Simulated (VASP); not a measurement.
# How biaxial strain in the (111) plane changes GaN (F-43m), part 2 of 2

How do the elastic response and the band edges of GaN follow biaxial strain in the (111) plane?

VASP 6.6.1, plane waves and PAW; the level of theory is named at each step.

So far: Starting point; Relax the crystal, LDA; Strain along the normal, LDA; Band edges, TB-mBJ with spin-orbit coupling; Band edges, r2SCAN with spin-orbit coupling.

### 5. Band edges, r2SCAN with spin-orbit coupling (continued)

Level of this step: r2SCAN, spin-orbit coupling; plane waves and PAW (Ga_d, N); cell typed or built by script (VASP).

OUTCAR, selected parts (step 5):

```text
  Total        1.5927715      1.5927715      1.5927715     -0.3447399     -0.3447399     -0.3447399
  in kB      117.5528175    117.5528175    117.5528175    -25.4431621    -25.4431621    -25.4431621
  external PRESSURE =     117.5528175 kB  Pullay stress =       0.0000000 kB

 POSITION                                       TOTAL-FORCE (eV/Angst)
 -----------------------------------------------------------------------------------
      0.00540      0.00540      0.00540         0.010837      0.010837      0.010837
      1.11809      1.11809      1.11809        -0.010837     -0.010837     -0.010837
 -----------------------------------------------------------------------------------
    total drift:                                0.004244      0.004244      0.004244

  FREE ENERGIE OF THE ION-ELECTRON SYSTEM (eV)
  ---------------------------------------------------
  free  energy   TOTEN  =      -156.9658818356 eV

  energy  without entropy=     -156.9658818356  energy(sigma->0) =     -156.96588184

[... 2 parts as in an earlier step ...]

[... 1 further part left out ...]
[key lines of the parts left out:]
E-fermi :   5.9318
```

Numbers from this step:

```
energy(sigma→0) of the program : -156.9659 eV
stress, compression positive   : 6.67 along [111], 14.30 across it (mean), GPa
```

The run ends at a pressure of 11.76 GPa, with forces up to 0.019 eV/Å.

### 6. The whole series

Runs beyond LDA use the data sets made with LDA; this shifts their levels slightly, and their total energies have another zero (at TB-mBJ, which has no energy functional, they mean nothing).

The other members went through these steps as far as the tables show, with the same cutoff and, step by step, the same mesh; 48 runs are not shown. The session took 5.8 core hours (wall time by ranks) on a shared machine.

```tsv
in-plane strain (%)	strain along the normal (%)	in-plane stress, tension positive (GPa)	energy above the unstrained row (meV/atom)	gap on the mesh, LDA (eV)
-2.000	0.941	-10.030	13.904	2.038
-1.500	0.701	-7.397	7.824	2.021
-1.000	0.465	-4.852	3.519	1.998
-0.500	0.234	-2.379	0.928	1.971
0	0.000	-0.010	0.000	1.940
0.500	-0.222	2.290	0.701	1.856
1.000	-0.443	4.503	2.972	1.772
1.500	-0.659	6.634	6.754	1.687
2.000	-0.873	8.676	12.020	1.603
```

Slopes at zero strain, from cubics through all rows: strain ratio -0.454, stress over strain 468 GPa.

Band edges at TB-mBJ with spin-orbit coupling, counted from the valence-band top at Γ, spin-orbit pairs averaged, with one row partly withheld:

```tsv
in-plane strain (%)	gap (eV)	conduction band at Γ (eV)	Δ or X valley along z (eV)	Δ or X valley along x (eV)	lowest conduction level at L, [111] (eV)	lowest conduction level at L, [-111] (eV)	second valence level below the top (eV)	third valence level below the top (eV)
-2.000	3.125	3.125	4.546	4.546	6.603	6.237	0.003	0.207
-1.500	3.110	3.110	4.573	4.573	6.501	6.232	0.003	0.151
-1.000	3.091	3.091	4.595	4.595	6.400	6.224	0.003	0.098
-0.500	3.067	3.067	4.613	4.613	6.299	6.213	0.003	0.049
0	3.039	3.039	4.626	4.626	6.199	6.199	0.000	0.005
0.500	2.965	2.965	4.594	4.594	6.057	6.139	0.042	0.046
1.000	2.887	2.887	4.558	4.558	?	6.079	0.083	0.086
1.500	2.809	2.809	4.521	4.521	5.779	6.018	0.120	0.124
2.000	2.731	2.731	4.484	4.484	5.646	5.958	0.155	0.160
```

Conduction masses, in electron masses:

```tsv
in-plane strain (%)	conduction mass at Γ, along the strain axis or the normal of the plane	conduction mass at Γ, across the strain axis or in the plane
-2.000	0.228	0.256
-1.500	0.230	0.250
-1.000	0.232	0.245
-0.500	0.234	0.239
0	0.235	0.235
0.500	0.237	0.231
1.000	0.237	0.226
1.500	0.239	0.221
2.000	0.238	0.217
```

Band edges at r2SCAN with spin-orbit coupling, counted from the valence-band top at Γ, spin-orbit pairs averaged:

```tsv
in-plane strain (%)	gap (eV)	conduction band at Γ (eV)	Δ or X valley along z (eV)	Δ or X valley along x (eV)	lowest conduction level at L, [111] (eV)	lowest conduction level at L, [-111] (eV)	second valence level below the top (eV)	third valence level below the top (eV)
-2.000	2.426	2.426	3.683	3.683	5.824	5.408	0.006	0.232
-1.500	2.409	2.409	3.715	3.715	5.711	5.405	0.006	0.170
-1.000	2.389	2.389	3.745	3.745	5.602	5.402	0.006	0.110
-0.500	2.355	2.355	3.758	3.758	5.484	5.384	0.006	0.056
0	2.322	2.323	3.774	3.774	5.372	5.372	0.000	0.009
0.500	2.239	2.240	3.740	3.740	5.216	5.310	0.046	0.052
1.000	2.153	2.154	3.702	3.702	5.061	5.246	0.091	0.097
1.500	2.067	2.067	3.664	3.664	4.911	5.182	0.133	0.139
2.000	1.972	1.977	3.621	3.621	4.761	5.115	0.172	0.178
```

Conduction masses, in electron masses:

```tsv
in-plane strain (%)	conduction mass at Γ, along the strain axis or the normal of the plane	conduction mass at Γ, across the strain axis or in the plane
-2.000	0.179	0.201
-1.500	0.180	0.196
-1.000	0.181	0.192
-0.500	0.181	0.186
0	0.181	0.181
0.500	0.181	0.177
1.000	0.180	0.172
1.500	0.178	0.166
2.000	0.177	0.162
```

### 7. Fit and prediction

The quantity to fit is the splitting of the lowest conduction levels at the L points ([111] less [-111]) at TB-mBJ with spin-orbit coupling: 0.365, 0.269, 0.176, 0.087, 0.000, -0.082, -0.239, -0.312 eV in the rows shown.

A least-squares parabola through the 8 rows shown, with d the strain along the axis less the strain across it, in %: E = 0.002655 d² + 0.1164 d + 3.97e-5 (eV), r.m.s. residual 9.2e-5 eV.

For the withheld row, d = -1.443, the fit gives -0.1623 eV.

### 8. Checking the prediction

The calculation gives -0.1623 eV, so the prediction is right to the last digit shown.

The splitting is Ξu times 8/9 of d, with d as a fraction, so the linear term gives Ξu = 13.1 eV.

### 9. Results

| Property | Result |
| --- | --- |
| ratio of normal to in-plane strain | -0.454 |
| biaxial modulus | 468 GPa |
| gap of the unstrained cell, TB-mBJ with spin-orbit coupling | 3.04 eV |
| gap of the unstrained cell, r2SCAN with spin-orbit coupling | 2.32 eV |
| shear deformation potential Ξu of the lowest conduction levels at L | 13.1 eV |
| error of the predicted row | 0.0 meV |

As a check, the curvature of the energy gives 467 GPa for the same modulus (energy per volume = M × strain²), 0 % from the slope of the stress. The energy also has a linear term worth 0.15 GPa that the stress column lacks, a mark of the finite basis. At TB-mBJ with spin-orbit coupling the lowest conduction valley is Γ throughout, and the gap runs between 2.73 and 3.12 eV. At r2SCAN with spin-orbit coupling the lowest conduction valley is Γ throughout, and the gap runs between 1.97 and 2.43 eV. Hole masses are left out throughout, since the top bands are degenerate or cross in many series; of conduction masses, those of the Γ, L and (for Si and Ge under (001) strain) Δ valleys are kept where they change by under an eighth between rows. TB-mBJ is a potential fitted for gaps; it has no energy functional, so its total energies and forces mean nothing, and its bands tend to come out too narrow. r2SCAN opens gaps somewhat over GGA but leaves them below measured values as a rule. Δ or X levels are the lowest on their line, refined by a parabola unless they lie at X; the gap is read from all points sampled and can differ from the lowest valley by some meV, or by tens of meV where strain moves the valence top off Γ. Temperature, zero-point motion and excitons are left out.

[Lines on the potential files, build, host, timing and source positions are cut from VASP's logs without a mark.]

[Logs are printed without paths, hosts, clocks, repeated set-up lines and the standing remarks that a program may print on its own settings, such as how far it seeks lower states.]

[Hosts, paths, dates, database ids (printed as entryN), source tags and the programs' standing remarks are cut or masked in the printed files.]

[In band tables of VASP the shares of atoms and orbitals are scaled to a sum of 1 inside the atoms' spheres.]
